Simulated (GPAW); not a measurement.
Wanted: a Python script for a GPAW 26.7.0 run.

| Quantity | Value |
| --- | --- |
| Task | single point |
| Functional | PBE |
| Potentials or basis | GPAW PAW data sets (gpaw-data 1.2.1) |
| Cutoff | 800 eV |
| Basis | pw |
| k mesh | 9 × 9 × 9 |
| Occupations | fermi-dirac, width 0.05 eV |
| Spin | collinear spin, ferromagnetic start |
| Starting moments | [3.0] μB |
| Maxiter | 150 |

The structure of Er lies in POSCAR:

```
Er
1.0
   -1.9779384575      1.9779384575      1.9779384575
    1.9779384575     -1.9779384575      1.9779384575
    1.9779384575      1.9779384575     -1.9779384575
Er
1
Direct
    0.0000000000      0.0000000000      0.0000000000
```

This isn't the form of Er at room conditions, which is hcp.

These files were run (other wordings do the same):

run.py

```python
from ase.io import read
from gpaw import PW
from gpaw.dft import DFT

atoms = read('POSCAR')
atoms.set_initial_magnetic_moments([3.0])

dft = DFT(atoms,
          mode=PW(800),
          xc='PBE',
          kpts={'size': (9, 9, 9), 'gamma': True},
          occupations={'name': 'fermi-dirac', 'width': 0.05},
          nbands=23,
          convergence={'density': 1e-05, 'energy': 1e-05},
          maxiter=150,
          txt='gpaw.txt')
print(f'Energy: {dft.calculate_energy():.6f} eV')
print('Forces (eV/A):')
print(dft.calculate_forces().round(4))
print('Stress (eV/A^3):', dft.calculate_stress().round(6))
print('Moments:', dft.magmoms()[1].round(3))
dft.write_gpw_file('gs.gpw')
```

Potentials or basis: GPAW PAW data sets (gpaw-data 1.2.1), pw.

Run with:

```console
$ OMP_NUM_THREADS=1 python run.py
```

It gave:

```yaml
Pressure: 2.4 GPa
Band_gap_on_the_k_mesh: none (metal or under the smearing width)
Net_moment: 2.19 μB per cell
Site_moments: Er +2.31 μB
```

Caveat: one-centre terms of the f shell are cut off; the magnetic or orbital state may not be the lowest; spin-orbit coupling is left out, which moves the levels of the heavy elements.

Wall time 100 s on 1 thread of Arm Neoverse V1 (shared host), peak memory 0.22 GiB.
